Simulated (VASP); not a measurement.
# Ta: relaxation of cell and atoms with PBE

Crystal: Ta.

```xyz
1
Lattice="-1.6513 1.6513 1.6513 1.6513 -1.6513 1.6513 1.6513 1.6513 -1.6513" Properties=species:S:1:pos:R:3 pbc="T T T"
Ta    0.0000    0.0000    0.0000
```

| Item | Value |
| --- | --- |
| Program | VASP 6.6.1 |
| Task | relaxation of cell and atoms |
| Functional | PBE |
| Potentials or basis | VASP PAW PBE potentials, release 64 (Ta) |
| Cutoff | 300 eV |
| k mesh | 8 × 8 × 8 |
| Occupations | methfessel-paxton, width 0.1 eV |
| Spin | no spin polarisation |
| Further INCAR settings | ALGO = Normal; EDIFF = 1e-06; IBRION = 2; EDIFFG = -0.01; NSW = 90; ISIF = 3 |

The relaxed volume is 17.90 Å³/atom. The relaxed cell is a = 2.854 Å, b = 2.854 Å, c = 2.854 Å, α = 109.47°, β = 109.47°, γ = 109.47°, the space group after relaxing (to 0.05 Å) is Im-3m (No. 229) and the energy gained by relaxing is 0.4 meV/atom. The ionic steps are 3 and the pressure after relaxing is 0.0 GPa. The band gap on the k mesh is none (metal or under the smearing width).

Step by step:
```tsv
step	energy change (eV)	largest force (eV/Å)	pressure (GPa)	volume (Å³)
1	0.0000	0.0000	-1.25	18.01
2	0.0020	0.0000	3.13	17.65
3	-0.0004	0.0000	0.01	17.90
```

Final structure:
```
Ta
1.0
    -1.64797    1.64797    1.64797
     1.64797   -1.64797    1.64797
     1.64797    1.64797   -1.64797
Ta
1
Direct
  0.00000 0.00000 0.00000
```

Levels at points of the mesh, in eV from the Fermi level:
```
           k point  band 1  band 2  band 3  band 4  band 5  band 6
(0.00, 0.00, 0.00)   -7.95    0.73    0.73    0.73    4.02    4.02
(0.50, 0.00, 0.00)   -4.41   -1.56    1.60    3.91    4.94    7.85
(0.50, 0.50, 0.50)   -3.85   -3.85    6.88    6.88    6.88    8.66
```

It used 2.5 s of CPU time on 1 thread of Intel(R) Xeon(R) Platinum 8559C (Emerald Rapids) (shared host), which was overloaded at the time.

Spin-orbit coupling is left out, which matters for the levels of Ta.
